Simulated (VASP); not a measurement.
Input:

```xyz
2
Lattice="2.6582 0.0000 0.0000 0.0000 2.6582 0.0000 0.0000 0.0000 3.6540" Properties=species:S:1:pos:R:3 pbc="T T T"
Co     0.0000     0.0000     0.0000
Pt     1.3291     1.3291     1.8270
```

All values below come from PBEsol GGA with spin-orbit coupling, VASP's PBE PAW potentials (set 64) (plane waves; VASP). Numerical set-up: 400 eV cut-off, 12×12×9 Γ-centred mesh, Gaussian smearing of 0.050 eV, potentials Co Pt. Starting moments (MAGMOM): 0 0 1.8 0 0 0.4.

Question: Give the energies of bands 11 to 24 at the high-symmetry points, in eV from the Fermi level.

Answer: 
```json
[
 {"band": "11", "Γ": "-2.43", "X": "-2.90", "M": "-0.57", "Z": "-2.25", "R": "-2.47", "A": "-2.07"},
 {"band": "12", "Γ": "-1.87", "X": "-2.69", "M": "-0.42", "Z": "-2.16", "R": "-1.24", "A": "-1.95"},
 {"band": "13", "Γ": "-1.54", "X": "-2.30", "M": "-0.38", "Z": "-2.07", "R": "-1.07", "A": "-1.77"},
 {"band": "14", "Γ": "-1.51", "X": "-2.03", "M": "0.60", "Z": "-2.03", "R": "-1.07", "A": "-1.75"},
 {"band": "15", "Γ": "-0.86", "X": "-1.80", "M": "0.65", "Z": "-2.03", "R": "-1.05", "A": "-1.51"},
 {"band": "16", "Γ": "-0.61", "X": "-1.67", "M": "0.78", "Z": "-1.92", "R": "-0.86", "A": "-1.05"},
 {"band": "17", "Γ": "-0.41", "X": "-1.55", "M": "0.93", "Z": "-1.85", "R": "-0.38", "A": "-0.25"},
 {"band": "18", "Γ": "-0.10", "X": "-1.29", "M": "1.11", "Z": "-1.61", "R": "-0.27", "A": "0.76"},
 {"band": "19", "Γ": "-0.07", "X": "-0.50", "M": "1.14", "Z": "-0.79", "R": "-0.26", "A": "0.88"},
 {"band": "20", "Γ": "0.78", "X": "-0.09", "M": "1.18", "Z": "-0.62", "R": "-0.25", "A": "1.10"},
 {"band": "21", "Γ": "0.96", "X": "0.23", "M": "1.24", "Z": "-0.40", "R": "0.58", "A": "6.11"},
 {"band": "22", "Γ": "1.28", "X": "1.74", "M": "1.35", "Z": "-0.36", "R": "0.71", "A": "6.58"},
 {"band": "23", "Γ": "2.13", "X": "2.39", "M": "2.02", "Z": "-0.25", "R": "0.90", "A": "7.78"},
 {"band": "24", "Γ": "2.23", "X": "2.67", "M": "2.10", "Z": "0.32", "R": "0.93", "A": "7.87"}
]
```

It has no gap at this level: it comes out as a metal or semimetal.

The compound is CoPt in the L1_0 structure. It was relaxed first.
